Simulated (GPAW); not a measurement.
# C (Fd-3m) in GPAW: notebook, part 2 of 2

GPAW 26.7.0. Earlier steps stand in the parts before.

### 4 Band structure, LDA

Contents of run.py:

```python
from ase import Atoms
from ase.dft.bandgap import bandgap
from ase.io import write
from ase.units import GPa
from gpaw import GPAW, PW

atoms = Atoms(['C', 'C'],
              cell=[[0.0, 1.78337, 1.78337],
                    [1.78337, 0.0, 1.78337],
                    [1.78337, 1.78337, 0.0]],
              scaled_positions=[[0.75, 0.75, 0.75],
                                [0.5, 0.5, 0.5]],
              pbc=True)

calc = GPAW(mode=PW(800),
            xc='LDA',
            kpts={'size': (13, 13, 13), 'gamma': True},
            occupations={'name': 'fermi-dirac', 'width': 0.05},
            nbands=11,
            convergence={'density': 1e-05, 'energy': 1e-05},
            maxiter=150,
            txt='gpaw.txt')
atoms.calc = calc
energy = atoms.get_potential_energy()
forces = atoms.get_forces()
stress = atoms.get_stress()
calc.write('gs.gpw')
write('result.traj', atoms)
print(f'Energy: {energy:.6f} eV')
print('Forces (eV/A):')
print(forces.round(4))
print('Stress (GPa):', (stress / GPa).round(3))
print('Fermi level:', round(calc.get_fermi_level(), 4), 'eV')
print(f'Gap: {bandgap(calc)[0]:.4f} eV, direct: {bandgap(calc, direct=True)[0]:.4f} eV')

path = atoms.cell.bandpath('GXWKGLUWLK,UX', npoints=80, eps=1e-4)
bs_calc = calc.fixed_density(kpts=path, symmetry='off', nbands=18,
                             convergence={'bands': 'CBM+6.0', 'eigenstates': 1e-6}, txt='bands.txt')
bs = bs_calc.band_structure()
bs.write('bs.json')
print(f'Gap on the path: {bandgap(bs_calc)[0]:.4f} eV')
```

Potentials or basis: the program's PAW data sets (release 1.2.1) made for this functional, pw.

On the command line:

```
$ OMP_NUM_THREADS=1 python run.py
```

gpaw.txt:

```text
__  _  _
 | _ |_)|_||  |
 |__||  | ||/\| - 26.7.0

Input parameters:
  mode=PW(ecut=800.0),
  convergence={'density': 1e-05, 'energy': 1e-05},
  kpts=MonkhorstPack(size=(13, 13, 13), gamma=True),
  maxiter=150,
  nbands=11,
  occupations=Occupations(name='fermi-dirac', width=0.05),
  xc=XC(name='LDA')

Diagonalizing LCAO Hamiltonian
Converting LCAO to pw mode

          C
       C

Atoms  # Å, Bohr magnetons
|   | symbol |        x |        y |        z |    initial magnetic moments |
|---|--------|----------|----------|----------|-----------------------------|
| 0 |      C | 2.675055 | 2.675055 | 2.675055 | ( 0.0000,  0.0000,  0.0000) |
| 1 |      C | 1.783370 | 1.783370 | 1.783370 | ( 0.0000,  0.0000,  0.0000) |

Unit cell  # Å
| periodic |        x |        y |        z |  lengths |    angles |
|----------|----------|----------|----------|----------|-----------|
|      yes | 0.000000 | 1.783370 | 1.783370 | 2.522066 | 60.000000 |
|      yes | 1.783370 | 0.000000 | 1.783370 | 2.522066 | 60.000000 |
|      yes | 1.783370 | 1.783370 | 0.000000 | 2.522066 | 60.000000 |

Number of symmetries: 24
Symmetry operations  # r_c * U_cc + t_c -> r_c
|    | kind |            matrix            |
|----|------|------------------------------|
|  0 |  E   |  1, 0, 0,  0, 1, 0,  0, 0, 1 |
|  1 |  σ   |  1, 0, 0,  0, 0, 1,  0, 1, 0 |
|  2 |  σ   |  1, 0,-1,  0, 1,-1,  0, 0,-1 |
|  3 |  C3  |  1, 0,-1,  0, 0,-1,  0, 1,-1 |
|  4 |  C3  |  1,-1, 0,  0,-1, 1,  0,-1, 0 |
|  5 |  σ   |  1,-1, 0,  0,-1, 0,  0,-1, 1 |
|  6 |  σ   |  0, 1, 0,  1, 0, 0,  0, 0, 1 |
|  7 |  C3  |  0, 1, 0,  0, 0, 1,  1, 0, 0 |
|  8 |  C2  |  0, 1,-1,  1, 0,-1,  0, 0,-1 |
|  9 |  S4  |  0, 1,-1,  0, 0,-1,  1, 0,-1 |
| 10 |  C3  |  0, 0, 1,  1, 0, 0,  0, 1, 0 |
| 11 |  σ   |  0, 0, 1,  0, 1, 0,  1, 0, 0 |
| 12 |  S4  |  0, 0,-1,  1, 0,-1,  0, 1,-1 |
| 13 |  C3  |  0, 0,-1,  0, 1,-1,  1, 0,-1 |
| 14 |  S4  |  0,-1, 1,  1,-1, 0,  0,-1, 0 |
| 15 |  C2  |  0,-1, 1,  0,-1, 0,  1,-1, 0 |
| 16 |  C3  |  0,-1, 0,  1,-1, 0,  0,-1, 1 |
| 17 |  S4  |  0,-1, 0,  0,-1, 1,  1,-1, 0 |
| 18 |  S4  | -1, 1, 0, -1, 0, 1, -1, 0, 0 |
| 19 |  C3  | -1, 1, 0, -1, 0, 0, -1, 0, 1 |
| 20 |  C3  | -1, 0, 1, -1, 1, 0, -1, 0, 0 |
| 21 |  S4  | -1, 0, 1, -1, 0, 0, -1, 1, 0 |
| 22 |  σ   | -1, 0, 0, -1, 1, 0, -1, 0, 1 |
| 23 |  C2  | -1, 0, 0, -1, 0, 1, -1, 1, 0 |

BZ-sampling:
  Number of BZ points: 2197
  Number of IBZ points: 84

  Monkhorst-Pack size: [13, 13, 13]
  Monkhorst-Pack shift: [0, 0, 0]

K-points  # in reciprocal-cell coordinates
|     |                                coordinates |     weight |
|-----|--------------------------------------------|------------|
|   0 | (  0.00000000,   0.00000000,   0.00000000) | 0.00045517 |
|   1 | (  0.07692308,   0.07692308,   0.00000000) | 0.00273100 |
|   2 | (  0.07692308,   0.07692308,   0.07692308) | 0.00364133 |
|   3 | (  0.15384615,   0.07692308,   0.07692308) | 0.00546199 |
|   4 | (  0.15384615,   0.15384615,   0.00000000) | 0.00273100 |
|   5 | (  0.15384615,   0.15384615,   0.07692308) | 0.01092399 |
|   6 | (  0.15384615,   0.15384615,   0.15384615) | 0.00364133 |
|   7 | (  0.23076923,   0.15384615,   0.07692308) | 0.01092399 |
|   8 | (  0.23076923,   0.15384615,   0.15384615) | 0.01092399 |
|   9 | (  0.23076923,   0.23076923,   0.00000000) | 0.00273100 |
| ... |                                            |            |
|  83 | (  0.46153846,   0.46153846,   0.46153846) | 0.00364133 |

Plane wave coefficients: 594
Cutoff: 800.0 eV

Spin-components: 1 (collinear spins)
Bands:           11
Projectors:      10
Spin-degeneracy: 2
Datatype:        complex128

Parallelization:
  kpt:    1
  domain: 1
  band:   1

Density:
  Valence electrons: 8.0
  Components: 1
  Grid points: [18 18 18]
  Charge: 0.0  # |e|

Potential:
  Grid points: [18 18 18]

species:
  C:
    name:    Carbon
    Z:       6.0
    valence: 4
    core:    2
    charge:  0.0  # [|e|]
    compensation charges:
      type: gauss
      rc: 0.20  # [Å]
      lmax: 2
    cutoffs:
      filter: 1.14  # [Å]
      core: 1.14  # [Å]
    projectors
    | kind |    occ | energy [eV] | rcut [Å] |
    |------|--------|-------------|----------|
    |   2s |  2.000 |     -13.639 |    0.635 |
    |   2p |  2.000 |      -5.414 |    0.635 |
    |    s |        |      13.573 |    0.635 |
    |    p |        |      21.797 |    0.635 |
    |    d |        |       0.000 |    0.635 |

    Using partial waves for C as LCAO basis

Reference energy: -2037.605076  # eV

eigensolver:
  PPCG
  Converge bands: occupied
  niter=2

density mixing:
  MSR1-Mixer
  Pratt-step length: 0.05
  Maximum mixing coefficient: 0.75
  Old densities: 10
  SVD Regularization: 0.005
  Good broyden scale: 1.0
  Trust region scale: 1.0
  Backstep threshold: 4.0
  History deletion threshold: 6.0
  Fourier metric: weight=20.0, sigma=0.015

occupation numbers:
  Fermi-Dirac:
    width: 0.0500  # eV

poisson solver:
  ecut: 6400.0  # eV

xc functional:
  name: None

convergence criteria:
- Maximum integral of absolute [dens]ity change: 1e-05 electrons / valence electron
- Maximum [total energy] change in last 3 cyles: 1e-05 eV / valence electron
- Maximum integral of absolute [eigenst]ate change: 4e-08 eV^2 / valence electron
maximum number of iterations: 150

SCF iterations
|iter     | |      energy | eigst |  dens |
|---------|-|-------------|-------|-------|
|iter:   1| |  -20.924677 | +0.16 |       |
|iter:   2| |  -20.838484 | -2.74 | -0.79 |
|iter:   3| |  -20.286464 | -1.49 | -0.82 |
|iter:   4| |  -20.276596 | -2.76 | -1.50 |
|iter:   5| |  -20.276926 | -4.31 | -2.21 |
|iter:   6| |  -20.276930 | -6.78 | -3.52 |
|iter:   7| |  -20.276930c| -8.34c| -4.11 |
|iter:   8| |  -20.276930c| -9.23c| -5.60c|

Converged in 8 steps
Energy contributions relative to reference atoms: (reference = -2037.605076)

Energy contributions:
  Kinetic:          16.908100
  Coulomb:         -15.899497
  Zero:              0.043826
  External:          0.000000
  Xc:              -21.329360
  Entropy:           0.000000
  Spinorbit:         0.000000
  ----------------------------
  Free energy:     -20.276930
  Extrapolated:    -20.276930

dipole moment: (2.137599, 2.137599, 2.137599)  # |e|*Ang

Fermi level: 13.588
Eigenvalues  # (at kpt = [0.000, 0.000, 0.000])
| band index |      eig [eV] | occ [0-2] |
|------------|---------------|-----------|
|          0 |        -9.520 |     2.000 |
|          1 |        11.805 |     2.000 |
|          2 |        11.805 |     2.000 |
|          3 |        11.805 |     2.000 |
|          4 |        17.351 |     0.000 |
|          5 |        17.351 |     0.000 |
|          6 |        17.351 |     0.000 |
|          7 |        25.352 |     0.000 |
|          8 |        30.824 |     0.000 |
|          9 |        38.441 |     0.000 |
|         10 |        39.095 |     0.000 |

Gap: 4.108 eV
Transition (v -> c):
  (s=0, k=0, n=3, [0.00, 0.00, 0.00]) -> (s=0, k=35, n=4, [0.38, 0.38, 0.00])
Direct/indirect transitions are different
Direct gap: 5.546 eV
Transition at: (s=0, k=0, n=3, [0.00, 0.00, 0.00])

Forces  # eV/Ang
|        x |       y |       z |
|----------|---------|---------|
|  0.00000 | 0.00000 | 0.00000 |  # C    0
| -0.00000 | 0.00000 | 0.00000 |  # C    1

Stress tensor  # eV/Ang^3
|         x |         y |         z |
|-----------|-----------|-----------|
|  0.084166 | -0.000000 | -0.000000 |
| -0.000000 |  0.084166 |  0.000000 |
| -0.000000 |  0.000000 |  0.084166 |

# Writing to gs.gpw (mode='')
```

stdout:

```text
Energy: -20.276930 eV
Forces (eV/A):
[[ 0.  0.  0.]
 [-0.  0.  0.]]
Stress (GPa): [13.485 13.485 13.485  0.    -0.    -0.   ]
Fermi level: 13.5882 eV
Gap: 4.1078 eV, direct: 5.5460 eV
Gap on the path: 4.0962 eV
```

bands.txt:

```text
Diagonalizing LCAO Hamiltonian
Converting LCAO to pw mode
convergence criteria:
- Maximum integral of absolute [eigenst]ate change: 1e-06 eV^2 / valence electron
maximum number of iterations: 150

SCF iterations
|iter     | |      energy | eigst |  dens |
|---------|-|-------------|-------|-------|
|iter:   1| |             | +1.05 |       |
[... 84 lines left out ...]
         [0.40277778, 0.40277778, 0.69444444],
         [0.38888889, 0.38888889, 0.72222222],
         [0.375     , 0.375     , 0.75      ],
         [0.625     , 0.25      , 0.625     ],
         [0.59375   , 0.1875    , 0.59375   ],
         [0.5625    , 0.125     , 0.5625    ],
         [0.53125   , 0.0625    , 0.53125   ],
         [0.5       , 0.        , 0.5       ]])),
  maxiter=150,
  nbands=18,
  occupations=Occupations(name='fermi-dirac', width=0.05),
  symmetry=Symmetry(point_group=False, time_reversal=False),
  xc=XC(name='LDA')
```

It took 24 s on 1 thread of Arm Neoverse V1, shared host; peak memory 0.17 GiB.

Results:

| Quantity | Value |
| --- | --- |
| Free energy | -20.2769 eV |
| Pressure | -13.5 GPa |
| Band gap on the k mesh | 4.11 eV, indirect (least direct gap 5.55 eV) |
| Band gap along the path | 4.10 eV, indirect (least direct gap 5.55 eV) |

Levels at the corners of the path, in eV from the valence-band top:
```csv
point,band 1,band 2,band 3,band 4,band 5,band 6,band 7
Γ,-21.33,0.00,0.00,0.00,5.55,5.55,5.55
X,-12.62,-12.62,-6.29,-6.29,4.71,4.71,16.63
W,-11.79,-11.79,-8.36,-8.36,10.45,10.45,12.33
K,-12.78,-11.60,-9.36,-5.36,5.62,10.66,14.24
Γ,-21.33,0.00,0.00,0.00,5.55,5.55,5.55
L,-15.49,-13.37,-2.79,-2.79,8.39,8.39,9.00
U,-12.78,-11.60,-9.36,-5.36,5.62,10.66,14.24
W,-11.79,-11.79,-8.36,-8.36,10.45,10.45,12.33
L,-15.49,-13.37,-2.79,-2.79,8.39,8.39,9.00
K,-12.78,-11.60,-9.36,-5.36,5.62,10.66,14.24
U,-12.78,-11.60,-9.36,-5.36,5.62,10.66,14.24
X,-12.62,-12.62,-6.29,-6.29,4.71,4.71,16.63
```

### 5 Band structure, PBEsol

run.py, as its differences from that of step 4:

```diff
@@ -4,3 +4,5 @@
 from ase.units import GPa
-from gpaw import GPAW, PW
+from gpaw import GPAW, PW, setup_paths
+
+setup_paths.insert(0, '.')
 
@@ -15,3 +17,3 @@
 calc = GPAW(mode=PW(800),
-            xc='LDA',
+            xc='PBEsol',
             kpts={'size': (13, 13, 13), 'gamma': True},
```

Potentials or basis: PAW data sets generated in the run's folder for this functional, pw.

On the command line:

```
$ gpaw-setup -f PBEsol C
$ OMP_NUM_THREADS=1 python run.py
```

Run time: 24 s. Hardware: 1 thread of Arm Neoverse V1, shared host; peak memory 0.17 GiB.

Results (log left out):

| Property | Result |
| --- | --- |
| Free energy | -19.2557 eV |
| Pressure | -5.2 GPa |
| Band gap on the k mesh | 4.01 eV, indirect (least direct gap 5.54 eV) |
| Band gap along the path | 4.00 eV, indirect (least direct gap 5.54 eV) |

Levels at the corners of the path, in eV from the valence-band top:
| point | band 1 | band 2 | band 3 | band 4 | band 5 | band 6 | band 7 |
| --- | --- | --- | --- | --- | --- | --- | --- |
| Γ | -21.52 | 0.00 | 0.00 | 0.00 | 5.54 | 5.54 | 5.54 |
| X | -12.78 | -12.78 | -6.34 | -6.34 | 4.60 | 4.60 | 16.79 |
| W | -11.96 | -11.96 | -8.42 | -8.42 | 10.46 | 10.46 | 12.30 |
| K | -12.96 | -11.75 | -9.42 | -5.40 | 5.52 | 10.63 | 14.34 |
| Γ | -21.52 | 0.00 | 0.00 | 0.00 | 5.54 | 5.54 | 5.54 |
| L | -15.69 | -13.47 | -2.81 | -2.81 | 8.39 | 8.39 | 8.83 |
| U | -12.96 | -11.75 | -9.42 | -5.40 | 5.52 | 10.63 | 14.34 |
| W | -11.96 | -11.96 | -8.42 | -8.42 | 10.46 | 10.46 | 12.30 |
| L | -15.69 | -13.47 | -2.81 | -2.81 | 8.39 | 8.39 | 8.83 |
| K | -12.96 | -11.75 | -9.42 | -5.40 | 5.52 | 10.63 | 14.34 |
| U | -12.96 | -11.75 | -9.42 | -5.40 | 5.52 | 10.63 | 14.34 |
| X | -12.78 | -12.78 | -6.34 | -6.34 | 4.60 | 4.60 | 16.79 |

### 6 Overview

```tsv
task	level	potentials or basis	smearing	band path	band points	gap on the mesh (eV)	pressure (GPa)
equation of state	LDA	the program's PAW data sets (release 1.2.1) made for this functional, pw	gaussian 0.05 eV	-	-	-	-
band structure	PBE	GPAW PAW data sets (gpaw-data 1.2.1), pw	fermi-dirac 0.05 eV	GXWKGLUWLK,UX	80	4.14	1.4
band structure	LDA	the program's PAW data sets (release 1.2.1) made for this functional, pw	fermi-dirac 0.05 eV	GXWKGLUWLK,UX	80	4.11	-13.5
band structure	PBEsol	PAW data sets generated in the run's folder for this functional, pw	fermi-dirac 0.05 eV	GXWKGLUWLK,UX	80	4.01	-5.2
```

Alike in all rows: no spin polarisation; cell as given; k mesh 13 × 13 × 13; cutoff (eV) 800.

Absolute energies hang on the potentials; compare differences alone.

### 7 Comparison with measurements

Step 2. A measured bulk modulus of C is 442 GPa (quoted in “Equation of state of cubic boron nitride at high pressures and temperatures”, 2007, arxiv:cond-mat/0702656); the calculated 468 GPa misses it by +5.8 %. 3 values of this kind are on record (442 to 444.8 GPa); this one was drawn at random among those near their median, those with a stated uncertainty first. The fit is for a static lattice scaled at fixed shape and fixed fractional positions. The cell as given is a measured one (5.67 Å³/atom); LDA puts the equilibrium volume -2.8 % from it, thermal expansion not counted.
